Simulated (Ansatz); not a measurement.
# Hg: the cost of one run

Computed with Ansatz 0.2.0 (DFT PBE, scalar-relativistic, plane waves, PAW, unless a step's input says otherwise).

1 further run of the same task is left out (it didn't finish).

### Step 1. The system as given

Symmetry: I4/mmm, No. 139, tetragonal system. The conventional cell has a = 4.139 Å, b = 4.139 Å, c = 3.605 Å, α = 90.00°, β = 90.00°, γ = 90.00°. Hg (site symmetry 4/mmm) is surrounded by 10 Hg at 3.44 to 3.60 Å.

Coordinates:

```xyz
1
Lattice="-2.0697 2.0697 1.8023 2.0697 -2.0697 1.8023 2.0697 2.0697 -1.8023" Properties=species:S:1:pos:R:3 pbc="T T T"
Hg    0.0000    0.0000    0.0000
```

The structure comes from the Materials Project (structure only).

### Step 2. A distortion that keeps the symmetry

What differs from the listed cell: strain xx, yy, zz, yz, xz, xy = +2.9, +2.9, +1.4, +0.0, +0.0, +0.0 %.

input.yaml reads:

```yaml
crystal:
  lattice:
    - [-2.130544033, 2.130544033, 1.8282105152]
    - [2.130544033, -2.130544033, 1.8282105152]
    - [2.130544033, 2.130544033, -1.8282105152]
  atoms:
    - { symbol: Hg, position: [0.0, 0.0, 0.0] }
basis:
  ecutwfc: 420
kpoints:
  mp_grid: { grid: [16, 16, 16] }
hamiltonian:
  xc: pbe
scf:
  occupations: { method: gaussian, width: 0.1 }
output:
  forces: true
  stress: true
  eigenvalues: true
```

The run is started by

```bash
> ansatz run input.yaml --threads 1 --pin off --max-ram 1331MiB --backend cpu --events-out ev --progress --plain --runs-dir out
```

**Question.** How long does this run take on 1 thread of an x86-64 CPU, shared host, and how much memory does it need?

About 15 s, with a peak of 0.43 GiB.
